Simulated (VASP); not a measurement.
# MoS2 (P6_3/mmc) in VASP: notebook

Runs on MoS2. Level: PBE. Tasks: relaxation of cell and atoms.

Program: VASP 6.6.1. These are calculated values, not measurements. Logs are shortened: lines on timing, memory, paths and dates and some standing lists are left out, and cuts for length are marked.

## (1) The crystal as given

Symmetry: P6_3/mmc, No. 194, hexagonal system. Conventional cell: a = 3.169 Å, b = 3.169 Å, c = 12.324 Å, α = 90.00°, β = 90.00°, γ = 120.00°. Around Mo (site symmetry -6m2) lie 6 S at 2.41 Å. Around S (site symmetry 3m) lie 3 Mo at 2.41 Å.

## (2) Relaxation of cell and atoms, PBE

Contents of INCAR:

```
SYSTEM = MoS2
ALGO     = Normal         ! electronic algorithm
EDIFF    = 1E-6           ! SCF threshold, eV
EDIFFG   = -0.01          ! ionic threshold
ENCUT    = 600            ! plane-wave cutoff, eV
GGA      = PE             ! functional
IBRION   = 2              ! ionic algorithm
ISIF     = 3              ! what is computed and relaxed
ISMEAR   = 0              ! smearing method
KPAR     = 2            
LASPH    = .TRUE.         ! aspherical terms in the spheres
LCHARG   = .FALSE.        ! write CHGCAR
LREAL    = .FALSE.        ! projectors in reciprocal space
LWAVE    = .FALSE.        ! write WAVECAR
NELM     = 80             ! most SCF steps
NSW      = 90             ! ionic steps
PREC     = Accurate       ! precision mode
SIGMA    = 0.03           ! smearing width, eV
```

Contents of KPOINTS:

```
k-points
0
G
  12 12 3
  0 0 0
```

Contents of POSCAR:

```
MoS2
1.0
    3.1690000000      0.0000000000      0.0000000000
   -1.5845000000      2.7444345046      0.0000000000
    0.0000000000      0.0000000000     12.3240000000
Mo S
2 4
Direct
    0.3333333333      0.6666666667      0.2500000000
    0.6666666667      0.3333333333      0.7500000000
    0.3333333333      0.6666666667      0.6230000000
    0.6666666667      0.3333333333      0.1230000000
    0.3333333333      0.6666666667      0.8770000000
    0.6666666667      0.3333333333      0.3770000000
```

Potentials or basis: VASP PAW PBE potentials, release 64 (Mo_sv, S).

Command:

```console
cat potpaw_PBE.64/Mo_sv/POTCAR potpaw_PBE.64/S/POTCAR > POTCAR
mpirun -np 2 vasp_std > vasp.out
```

OUTCAR:

```text
SYSTEM = MoS2
   EDIFF = 1E-6
   EDIFFG = -0.01
   ENCUT = 600
   GGA = PE
   IBRION = 2
   ISIF = 3
   ISMEAR = 0
   LASPH = .TRUE.
   LREAL = .FALSE.
   NELM = 80
   NSW = 90
   PREC = Accurate

 ion  position               nearest neighbor table
   1  0.333  0.667  0.250-   4 2.41   6 2.41   4 2.41   6 2.41   4 2.41   6 2.41
   2  0.667  0.333  0.750-   3 2.41   5 2.41   3 2.41   5 2.41   3 2.41   5 2.41
   3  0.333  0.667  0.623-   2 2.41   2 2.41   2 2.41
   4  0.667  0.333  0.123-   1 2.41   1 2.41   1 2.41
   5  0.333  0.667  0.877-   2 2.41   2 2.41   2 2.41
   6  0.667  0.333  0.377-   1 2.41   1 2.41   1 2.41

  LATTYP: Found a hexagonal cell.
 ALAT       =     3.1690000000
 C/A-ratio  =     3.8889239508

  Lattice vectors:

 A1 = (   3.1690000000,   0.0000000000,   0.0000000000)
 A2 = (  -1.5845000000,   2.7444345046,   0.0000000000)
 A3 = (   0.0000000000,   0.0000000000,  12.3240000000)

Analysis of symmetry for initial positions (statically):
=====================================================================
 Subroutine PRICEL returns:
 Original cell was already a primitive cell.

 Routine SETGRP: Setting up the symmetry group for a
 hexagonal supercell.

 Subroutine GETGRP returns: Found 24 space group operations
 (whereof 12 operations were pure point group operations)
 out of a pool of 24 trial point group operations.

The static configuration has the point symmetry D_3d.
 The point group associated with its full space group is D_6h.

Analysis of symmetry for dynamics (positions and initial velocities):
=====================================================================
 Subroutine PRICEL returns:
 Original cell was already a primitive cell.

 Routine SETGRP: Setting up the symmetry group for a
 hexagonal supercell.

 Subroutine GETGRP returns: Found 24 space group operations
 (whereof 12 operations were pure point group operations)
 out of a pool of 24 trial point group operations.

The dynamic configuration has the point symmetry D_3d.
 The point group associated with its full space group is D_6h.

 Subroutine INISYM returns: Found 24 space group operations
 (whereof 12 operations are pure point group operations),
 and found     1 'primitive' translations

----------------------------------------------------------------------------------------

                                     Primitive cell

  volume of cell :     107.1832

  direct lattice vectors                    reciprocal lattice vectors
     3.169000000  0.000000000  0.000000000     0.315556958  0.182186895  0.000000000
    -1.584500000  2.744434505  0.000000000     0.000000000  0.364373789  0.000000000
     0.000000000  0.000000000 12.324000000     0.000000000  0.000000000  0.081142486

  length of vectors
     3.169000000  3.169000000 12.324000000     0.364373789  0.364373789  0.081142486

  position of ions in fractional coordinates (direct lattice)
     0.333333333  0.666666667  0.250000000
     0.666666667  0.333333333  0.750000000
     0.333333333  0.666666667  0.623000000
     0.666666667  0.333333333  0.123000000
     0.333333333  0.666666667  0.877000000
     0.666666667  0.333333333  0.377000000

  ion indices of the primitive-cell ions
   primitive index   ion index
                 1           1
                 2           2
                 3           3
                 4           4
                 5           5
                 6           6

----------------------------------------------------------------------------------------

 KPOINTS: k-points

Automatic generation of k-mesh.
 Grid dimensions read from file:
 generate k-points for:   12   12    3

 Generating k-lattice:

  Cartesian coordinates                     Fractional coordinates (reciprocal lattice)
     0.026296413  0.015182241  0.000000000     0.083333333  0.000000000  0.000000000
     0.000000000  0.030364482  0.000000000     0.000000000  0.083333333  0.000000000
     0.000000000  0.000000000  0.027047495     0.000000000  0.000000000  0.333333333

  Length of vectors
     0.030364482  0.030364482  0.027047495

  Shift w.r.t. Gamma in fractional coordinates (k-lattice)
     0.000000000  0.000000000  0.000000000

 Subroutine IBZKPT returns following result:
 ===========================================

 Found     38 irreducible k-points:

 Following reciprocal coordinates:
            Coordinates               Weight
  0.000000  0.000000  0.000000      1.000000
  0.083333  0.000000  0.000000      6.000000
  0.166667 -0.000000  0.000000      6.000000
  0.250000 -0.000000  0.000000      6.000000
  0.333333 -0.000000  0.000000      6.000000
  0.416667 -0.000000  0.000000      6.000000
[... 16 lines left out ...]
  0.250000 -0.000000  0.333333     12.000000
  0.333333 -0.000000  0.333333     12.000000
 [... further k-points ...]
   k-points           NKPTS =     38   k-points in BZ     NKDIM =     38   number of bands    NBANDS=     31
   number of dos      NEDOS =    301   number of ions     NIONS =      6
   total plane-waves  NPLWV =  76832
   dimension x,y,z NGX =    28 NGY =   28 NGZ =   98
   dimension x,y,z NGXF=    56 NGYF=   56 NGZF=  196
   ions per type =               2   4
   NGX,Y,Z   is equivalent  to a cutoff of  14.69, 14.69, 13.22 a.u.
   NGXF,Y,Z  is equivalent  to a cutoff of  29.38, 29.38, 26.44 a.u.
 SYSTEM =  MoS2
   PREC   = accura    normal or accurate (medium, high low for compatibility)
   ISTART =      0    job   : 0-new  1-cont  2-samecut
   ICHARG =      2    charge: 1-file 2-atom 10-const
   ISPIN  =      1    spin polarized calculation?
   LNONCOLLINEAR =      F non collinear calculations
   LSORBIT =      F    spin-orbit coupling
   LASPH  =      T    aspherical Exc in radial PAW
   ENCUT  =  600.0 eV  44.10 Ry    6.64 a.u.   6.33  6.33 24.61*2*pi/ulx,y,z
   NELM   =     80;   NELMIN=  2; NELMDL= -5     # of ELM steps
   EDIFF  = 0.1E-05   stopping-criterion for ELM
   LREAL  =      F    real-space projection
   EDIFFG = -.1E-01   stopping-criterion for IOM
   NSW    =     90    number of steps for IOM
   IBRION =      2    ionic relax: 0-MD 1-quasi-New 2-CG
   NFREE  =      1    steps in history (QN), initial steepest desc. (CG)
   ISIF   =      3    stress and relaxation
   ISYM   =      2    0-nonsym 1-usesym 2-fastsym
   POTIM  = 0.5000    time-step for ionic-motion
   TEBEG  =    0.0;   TEEND  =   0.0 temperature during run
   PSTRESS=    0.0 pullay stress
   NELECT =      52.0000    total number of electrons
   NUPDOWN=      -1.0000    fix difference up-down
   EMIN   =  10.00;   EMAX   =-10.00  energy-range for DOS
   EFERMI =   0.00;   METHOD = LEGACY
   ISMEAR =     0;   SIGMA  =   0.03  broadening in eV -4-tet -1-fermi 0-gaus
   EFERMI_NEDOS =   21; number of points for ismear=-14 and -15
   IALGO  =     38    algorithm
   IMIX   =      4    mixing-type and parameters
     AMIX     =   0.40;   BMIX     =  1.00
     AMIX_MAG =   1.60;   BMIX_MAG =  1.00
  volume/ion in A,a.u.               =      17.86       120.55
  Fermi-wavevector in a.u.,A,eV,Ry     =   1.286373  2.430893 22.514325  1.654756
  Thomas-Fermi vector in A             =   2.418452
   LORBIT       =      0    0 simple, 1 ext, 2 COOP (PROOUT), +10 PAW based schemes
   GGA     = PE    functional components
   LHFCALC =     F    Hartree Fock is set to
   AEXX    =    0.0000 exact exchange contribution
   IVDW    =     0    specifies the selected vdW correction
   LEPSILON=     F    determine dielectric tensor
   LRPA    =     F    only Hartree local field effects (RPA)
 conjugate gradient relaxation of ions
 non-spin polarized calculation
 Gauss-broadening in eV      SIGMA  =   0.03
  energy-cutoff  :      600.00
  volume of cell :      107.18
 maximum number of plane-waves:      3603
 NGX is ok and might be reduce to    28
   NGX = 13   NGY = 13   NGZ = 49

--------------------------------------- Ionic step        1  -------------------------------------------

 number of electron      52.0000000 magnetization

 Free energy of the ion-electron system (eV)
  ---------------------------------------------------
  ext. energy  EPLUGINS =         0.00000000
  ---------------------------------------------------
  free energy    TOTEN  =       -43.61556826 eV

  energy without entropy =      -43.61556826  energy(sigma->0) =      -43.61556826

------------------------ aborting loop because EDIFF is reached ----------------------------------------

  FORCE on cell =-STRESS in cart. coord.  units (eV):
  Direction    XX          YY          ZZ          XY          YZ          ZX
  --------------------------------------------------------------------------------------
  -------------------------------------------------------------------------------------
  Total        1.1571275      1.1571275      1.3881813      0.0000000     -0.0000000      0.0000000
  in kB       17.2967691     17.2967691     20.7505677      0.0000000     -0.0000000      0.0000000
  external PRESSURE =      18.4480353 kB  Pullay stress =       0.0000000 kB
[... 101 lines left out ...]
  FREE ENERGIE OF THE ION-ELECTRON SYSTEM (eV)
  ---------------------------------------------------
  free  energy   TOTEN  =       -43.6254523685 eV

  energy  without entropy=      -43.6254523685  energy(sigma->0) =      -43.62545237

 E-fermi :   6.6071     XC(G=0): -10.2320

 val. band max:        6.2939552905   @ k =   0.0000   0.0000   0.0000
 cond. band min:       7.3659761255   @ k =   0.3333   0.3333   0.0000
 fundamental gap:      1.0720208349
 Fermi energy:         6.6071064310

 k-point     1 :       0.0000    0.0000    0.0000
  band No.  band energies     occupation
      1     -55.1009      2.00000
      2     -55.1009      2.00000
      3     -29.2299      2.00000
      4     -29.2299      2.00000
      5     -29.0477      2.00000
      6     -29.0477      2.00000
[... 805 lines left out ...]
     30       8.2439      0.00000
     31       9.1003      0.00000

 [... further k-points ...]

[... ionic steps 4 to 27 ...]

--------------------------------------- Ionic step       28  -------------------------------------------

 number of electron      51.9999993 magnetization

------------------------ aborting loop because EDIFF is reached ----------------------------------------

  FORCE on cell =-STRESS in cart. coord.  units (eV):
  Direction    XX          YY          ZZ          XY          YZ          ZX
  --------------------------------------------------------------------------------------
  -------------------------------------------------------------------------------------
  Total        0.1063821      0.1063821      0.2975856      0.0000000     -0.0000000      0.0000000
  in kB        1.3497622      1.3497622      3.7757263      0.0000000     -0.0000000      0.0000000
  external PRESSURE =       2.1584169 kB  Pullay stress =       0.0000000 kB
[... 65 lines left out ...]
  energy  without entropy=      -43.7078269500  energy(sigma->0) =      -43.70782695

--------------------------------------- Ionic step       30  -------------------------------------------

 number of electron      51.9999998 magnetization

 Free energy of the ion-electron system (eV)
  ---------------------------------------------------
  ext. energy  EPLUGINS =         0.00000000
  ---------------------------------------------------
  free energy    TOTEN  =       -43.70784108 eV

  energy without entropy =      -43.70784108  energy(sigma->0) =      -43.70784108

 E-fermi :   5.3807     XC(G=0):  -9.6762

 val. band max:        5.1963385657   @ k =   0.0000   0.0000   0.0000
 cond. band min:       6.6034017631   @ k =   0.3333   0.3333   0.0000
 fundamental gap:      1.4070631973
 Fermi energy:         5.3807392212

 k-point     1 :       0.0000    0.0000    0.0000
  band No.  band energies     occupation
      1     -55.9307      2.00000
      2     -55.9307      2.00000
      3     -30.0691      2.00000
      4     -30.0691      2.00000
      5     -29.8667      2.00000
      6     -29.8667      2.00000
[... 805 lines left out ...]
     30       7.3483      0.00000
     31       8.2774      0.00000

 [... further k-points ...]

------------------------ aborting loop because EDIFF is reached ----------------------------------------

  FORCE on cell =-STRESS in cart. coord.  units (eV):
  Direction    XX          YY          ZZ          XY          YZ          ZX
  --------------------------------------------------------------------------------------
  -------------------------------------------------------------------------------------
  Total        0.0147085      0.0147085     -0.0279315      0.0000000      0.0000000      0.0000000
  in kB        0.1872627      0.1872627     -0.3556121      0.0000000      0.0000000      0.0000000
  external PRESSURE =       0.0063045 kB  Pullay stress =       0.0000000 kB
[... 21 lines left out ...]
  FREE ENERGIE OF THE ION-ELECTRON SYSTEM (eV)
  ---------------------------------------------------
  free  energy   TOTEN  =       -43.7078410790 eV

  energy  without entropy=      -43.7078410790  energy(sigma->0) =      -43.70784108

 reached required accuracy - stopping structural energy minimisation
```

Run time: 14 min. Hardware: 2 MPI ranks of Intel Xeon Platinum 8559C (Emerald Rapids), shared host; peak memory 0.33 GiB.

What came out:

```yaml
Free_energy: -43.7078 eV
Relaxed_volume: 20.97 Å³/atom
Relaxed_cell: a = 3.184 Å, b = 3.184 Å, c = 14.332 Å, α = 90.00°, β = 90.00°, γ = 120.00°
Space_group_after_relaxing_to_0.05_Å: P6_3/mmc (No. 194)
Energy_gained_by_relaxing: 15.4 meV/atom
Ionic_steps: 30
Pressure_after_relaxing: 0.0 GPa
Largest_force_after_relaxing: 0.004 eV/Å
Band_gap_on_the_k_mesh: 1.41 eV, indirect (least direct gap 1.67 eV)
```

Forces on the atoms (eV/Å):
```
Mo   0.000  0.000  0.000
Mo   0.000  0.000  0.000
S    0.000  0.000  0.004
S    0.000  0.000  0.004
S    0.000  0.000 -0.004
S    0.000  0.000 -0.004
```

Step by step:
| step | energy change (eV) | largest force (eV/Å) | pressure (GPa) | volume (Å³) |
| --- | --- | --- | --- | --- |
| 1 | 0.0000 | 0.0787 | 1.84 | 107.18 |
| 2 | -0.0015 | 0.4792 | -2.05 | 110.41 |
| 3 | -0.0099 | 0.2915 | -0.20 | 108.85 |
| 4 | -0.0225 | 0.1768 | -0.19 | 109.79 |
| 5 | -0.0311 | 0.0806 | -0.02 | 111.87 |
| 6 | -0.0372 | 0.0753 | -0.07 | 112.36 |
| 7 | -0.0525 | 0.0618 | -0.21 | 113.84 |
| 8 | -0.0728 | 0.0454 | -0.31 | 116.80 |
| 9 | -0.0894 | 0.0720 | 0.00 | 122.66 |
| 10 | -0.0911 | 0.0964 | 0.25 | 125.35 |
| 11 | -0.0851 | 0.2081 | 1.01 | 130.70 |
| 12 | -0.0031 | 0.7818 | -4.25 | 137.63 |
| 13 | -0.0890 | 0.0200 | -0.02 | 131.94 |
| 14 | -0.0890 | 0.0240 | -0.02 | 131.91 |
| 15 | -0.0880 | 0.1176 | 0.51 | 131.31 |
| 16 | -0.0890 | 0.0279 | 0.02 | 131.89 |
| 17 | -0.0891 | 0.0208 | 0.05 | 131.65 |
| 18 | -0.0893 | 0.0069 | 0.11 | 131.20 |
| 19 | -0.0894 | 0.0015 | 0.08 | 131.16 |
| 20 | -0.0896 | 0.0140 | -0.03 | 131.05 |
| 21 | -0.0898 | 0.0453 | -0.24 | 130.82 |
| 22 | -0.0898 | 0.0443 | -0.23 | 130.77 |
| 23 | -0.0900 | 0.0396 | -0.23 | 130.62 |
| 24 | -0.0903 | 0.0301 | -0.23 | 130.30 |
| 25 | -0.0908 | 0.0114 | -0.21 | 129.68 |
| 26 | -0.0912 | 0.0293 | -0.14 | 128.43 |
| 27 | -0.0915 | 0.0344 | -0.06 | 127.89 |
| 28 | -0.0920 | 0.0509 | 0.22 | 126.28 |
| 29 | -0.0923 | 0.0121 | -0.04 | 125.77 |
| 30 | -0.0923 | 0.0037 | 0.00 | 125.84 |

Final structure:
```
CELL_PARAMETERS angstrom
3.18414 0.00000 0.00000
-1.59207 2.75755 0.00000
0.00000 0.00000 14.33217
ATOMIC_POSITIONS crystal
Mo 0.33333 0.66667 0.25000
Mo 0.66667 0.33333 0.75000
S 0.33333 0.66667 0.64099
S 0.66667 0.33333 0.14099
S 0.33333 0.66667 0.85901
S 0.66667 0.33333 0.35901
```

Caveat: the volume moved by over 15 % at a fixed basis, so the end points are rough; an odd mesh through Γ misses points on the zone boundary, where band edges often lie; this functional lacks dispersion, which binds the layers, so the pressure and a relaxed spacing across them are unreliable, and here the layers came unbound; the volume moved by +17 % from the deposited cell, more than functionals usually miss. PBE usually gives volumes a little too large and moduli too small.

## (3) Relaxation of cell and atoms, PBE

This run uses another cell than the first one, of 20.97 Å³/atom, 1.174 times its volume.

INCAR: that of step 2 with these lines changed.

```diff
@@ -2,4 +2,4 @@
 ALGO     = Normal         ! electronic algorithm
-EDIFF    = 1E-6           ! SCF threshold, eV
-EDIFFG   = -0.01          ! ionic threshold
+EDIFF    = 1E-7           ! SCF threshold, eV
+EDIFFG   = -0.005         ! ionic threshold
 ENCUT    = 600            ! plane-wave cutoff, eV
```

KPOINTS is that of step 2.

Contents of POSCAR:

```
MoS2                                    
1.0
    3.1841422938      0.0000000000      0.0000000000
   -1.5920711469      2.7575481157     -0.0000000000
    0.0000000000     -0.0000000000     14.3321729865
  Mo              S             
     2     4
Direct
     0.3333333332999970    0.6666666667000030    0.2500000000000000
     0.6666666667000030    0.3333333332999970    0.7500000000000000
     0.3333333332999970    0.6666666667000030    0.6409914011311042
     0.6666666667000030    0.3333333332999970    0.1409914011311040
     0.3333333332999970    0.6666666667000030    0.8590085988688958
     0.6666666667000030    0.3333333332999970    0.3590085988688960
```

Potentials or basis: VASP PAW PBE potentials, release 64 (Mo_sv, S).

Command:

```console
cat potpaw_PBE.64/Mo_sv/POTCAR potpaw_PBE.64/S/POTCAR > POTCAR
mpirun -np 2 vasp_std > vasp.out
```

Run time: 74 s. Hardware: 2 MPI ranks of Intel Xeon Platinum 8559C (Emerald Rapids), shared host; peak memory 0.37 GiB.

The run converged. Its results:

| Quantity | Value |
| --- | --- |
| Free energy | -43.7160 eV |
| Pressure after relaxing | 0.0 GPa |
| Largest force after relaxing | 0.004 eV/Å |
| Band gap on the k mesh | 1.41 eV, indirect (least direct gap 1.67 eV) |

Forces on the atoms (eV/Å):
```
Mo   0.000  0.000  0.000
Mo   0.000  0.000  0.000
S    0.000  0.000  0.004
S    0.000  0.000  0.004
S    0.000  0.000 -0.004
S    0.000  0.000 -0.004
```

Final structure:
```
Mo S
1.0
     3.18414    0.00000    0.00000
    -1.59207    2.75755    0.00000
     0.00000    0.00000   14.33217
Mo S
2 4
Direct
  0.33333 0.66667 0.25000
  0.66667 0.33333 0.75000
  0.33333 0.66667 0.64099
  0.66667 0.33333 0.14099
  0.33333 0.66667 0.85901
  0.66667 0.33333 0.35901
```

Levels at points of the mesh, in eV from the valence-band top:
```tsv
k point	band 22	band 23	band 24	band 25	band 26	band 27	band 28	band 29	band 30	band 31
(0.00, 0.00, 0.00)	-1.76	-1.76	-1.63	-0.49	0.00	2.50	2.50	2.50	2.50	2.74
(0.50, 0.00, 0.00)	-2.12	-1.25	-1.23	-0.90	-0.89	1.98	1.99	2.45	2.53	3.46
```

Caveat: the relaxation stopped at its first step, so nothing moved; an odd mesh through Γ misses points on the zone boundary, where band edges often lie; this functional lacks dispersion, which binds the layers, so the pressure and a relaxed spacing across them are unreliable.
